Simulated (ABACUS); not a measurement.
ZnS (Wurtzite-4H) in ABACUS: the effect of functional

ZnS (Wurtzite-4H):

```xyz
8
Lattice="3.7970 0.0000 0.0000 -1.8985 3.2883 0.0000 0.0000 0.0000 12.4360" Properties=species:S:1:pos:R:3 pbc="T T T"
Zn    1.8985    1.0961    9.3270
Zn    0.0000    2.1922    3.1090
Zn    0.0000    0.0000    6.2180
Zn    0.0000    0.0000    0.0000
S     1.8985    1.0961   11.6587
S     0.0000    2.1922    5.4407
S     0.0000    0.0000    8.5497
S     0.0000    0.0000    2.3317
```

The cell isn't the ideal one: volume scaled by 0.98.

Alike in all runs:

- Program: ABACUS 3.10.1
- Task: equation of state
- Potentials or basis: SG15 ONCV 1.2 PBE
- Cutoff: 1361 eV
- Density cutoff: 5442 eV
- Basis: DZP LCAO (the cutoffs set its grid)
- k mesh: 6 × 6 × 2
- Occupations: fermi-dirac, width 0.05 eV
- Spin: no spin polarisation

```tsv
functional	gap on the mesh (eV)	pressure (GPa)	largest force (eV/Å)
LDA	1.96	-2.5	0.05
PBEsol	2.18	0.8	0.05
PW91	2.31	4.2	0.05
BLYP	?	?	?
SCAN	2.84	1.7	0.07
```

**Question.** What does the run with functional BLYP give?

**Answer.** gap on the mesh 2.30 eV; pressure 7.7 GPa; largest force 0.06 eV/Å.

Caveats: the atomic orbitals were generated for these runs and aren't a published set; the potentials were made for another functional, which shifts forces and pressure; the basis of atomic orbitals isn't converged, which shifts pressures, moduli and gaps.

Runs at the PBE level aren't shown here.
